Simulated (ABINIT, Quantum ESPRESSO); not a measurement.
**SrO: changing the pressure**

The cell as given:

```cif
data_structure
_symmetry_space_group_name_H-M 'Fm-3m'
_symmetry_Int_Tables_number 225
_cell_length_a 5.1326
_cell_length_b 5.1326
_cell_length_c 5.1326
_cell_angle_alpha 90.000
_cell_angle_beta 90.000
_cell_angle_gamma 90.000
_cell_volume 135.21
loop_
_atom_site_label
_atom_site_type_symbol
_atom_site_symmetry_multiplicity
_atom_site_Wyckoff_symbol
_atom_site_fract_x
_atom_site_fract_y
_atom_site_fract_z
_atom_site_occupancy
Sr1 Sr 4 b 0.50000 0.00000 0.00000 1
O1 O 4 a 0.00000 0.00000 0.00000 1
```

Kept alike: task relaxation of cell and atoms; functional PBE; k mesh 9 × 9 × 9; occupations fermi-dirac, width 0.05 eV; no spin polarisation. Program: Quantum ESPRESSO, SSSP 1.3 efficiency PBE, cutoff 857 eV. The mesh is that of the run's cell of 2 atoms. No spin-orbit coupling.

```tsv
pressure, P (GPa)	volume (Å³/atom)
0	17.488
2	17.101
5	?
10	15.907
20	14.863
```

The relaxations keep at least the cell's symmetry (Fm-3m). Runs of this series that gave no sound value for these columns are left out. The runs follow the start's structure, whether or not it is the stable one at these pressures. P is the pressure aimed at, which the runs meet within some hundredths to tenths of a GPa.

Task: Fit the rows shown and predict the run at 5 GPa.

Result: Murnaghan's form V = V0 (1 + B′P/B0)^(-1/B′) through the rows shown has V0 = 17.4867, B0 = 86.09 GPa and B′ = 4.16 (largest miss 0.0022); at P = 5 it gives 16.600 Å³/atom. The run gave: volume 16.598 Å³/atom.
